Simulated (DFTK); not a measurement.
Runs of DFTK 0.8.2 on Fe. Symmetry: Im-3m, No. 229, cubic system. Conventional cell: a = 2.886 Å, b = 2.886 Å, c = 2.886 Å, α = 90.00°, β = 90.00°, γ = 90.00°. Fe (site symmetry m-3m) is surrounded by 8 Fe at 2.50 Å. 

| task | level | potentials or basis | k mesh | cutoff (eV) | valence electrons | mesh quality | gap on the mesh (eV) | pressure (GPa) | moment (μB) |
| --- | --- | --- | --- | --- | --- | --- | --- | --- | --- |
| band structure | LDA | cp2k.nc.sr.lda.v0_1.largecore.gth (LDA, GTH, large core) | 10 × 10 × 10 | 2367 | Fe 8 | not flagged | none | (c) | 3.22 |
| band structure | PBEsol | SPMS 1.0 (PBE) | 13 × 13 × 13 | 1225 | Fe 16 | not flagged | none | -17.7 | (b) |
| band structure | r2SCAN | SG15 1.2 (PBE) | 8 × 8 × 8 | 1225 | Fe 16 | coarse | none | (a) | 2.79 |
| single point | PBE | dojo.nc.sr.pbe.v0_4_1.standard.upf (PBE) | 13 × 13 × 13 | 1225 | Fe 16 | not flagged | none | -5.0 | 2.46 |

Alike in all rows: spin collinear, ferromagnetic start; cell as given; smearing fermi-dirac 0.05 eV.

Q: Estimate the missing entries.

A: (a) 0.1; (b) 2.30; (c) 11.4.

Caveats: some runs use coarse meshes; the potentials were made for another functional, which shifts forces and pressure (some runs); GTH potentials come without recommended cutoffs, and this one wasn't checked for convergence (some runs); this set keeps more shells in the core, which shifts pressures and gaps (some runs); so large a pressure means that the cell lies far from this level's equilibrium, or that cutoff or potentials fall short (some runs).

A k mesh can miss the band edges.

A gap of «none» marks a metal or a gap under the smearing width.

Not every run made on this cell is shown here.
